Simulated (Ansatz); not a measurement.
## Is this LiH₅ stable against decomposition?

The calculation used DFT PBE, scalar-relativistic, plane waves, PAW in Ansatz. Settings: cutoff 420 eV, Γ-centred meshes spaced at most about 0.3 Å⁻¹, and about 0.25 Å⁻¹ or finer for metals (2π included), Gaussian smearing. No spin polarisation.

Formation energies are uncorrected and refer to the elements' standard structures at the same level (H₂ as a molecule).

These are static total energies at zero pressure. No dispersion correction is applied, so the spacing and binding between layers, chains or molecules are poorly described (LiH5 Cmmm). With hydrogen, zero-point motion can shift formation energies by some tens of meV/atom.

The competitors are the elements and 1 reference phase of this chemical system (from databases or known types: LiH), relaxed at the same level; other known phases may be missing.

The candidate was reached from: random cell.

```yaml
crystal:
  lattice:
    - [1.08478, -4.65471, 0.00000]
    - [1.08478, 4.65471, 0.00000]
    - [0.00000, 0.00000, 3.61269]
  atoms:
    - { symbol: Li, position: [0.50000, 0.50000, 0.50000] }
    - { symbol: H, position: [0.75140, 0.24860, 0.75734] }
    - { symbol: H, position: [0.24860, 0.75140, 0.24266] }
    - { symbol: H, position: [0.24860, 0.75140, 0.75734] }
    - { symbol: H, position: [0.75140, 0.24860, 0.24266] }
    - { symbol: H, position: [0.00000, 0.00000, 0.00000] }
```

**Question.** Into what would it decompose?

**Answer.** Its formation energy is 0.449 eV/atom. The lowest competing mixture at this composition is this:

```
 phase      space group         source  share of atoms  ΔE_f (eV/atom)
H₂ gas                -        element          0.6667           0.000
   LiH  Fm-3m (No. 225)  textbook type          0.3333          -0.417
```

The mixture lies at -0.139 eV/atom, and the candidate lies 0.59 eV/atom above it. The candidate matches no cell in the subsets of the Crystallography Open Database and the Materials Project at hand. Such a cell could exist only far from equilibrium.
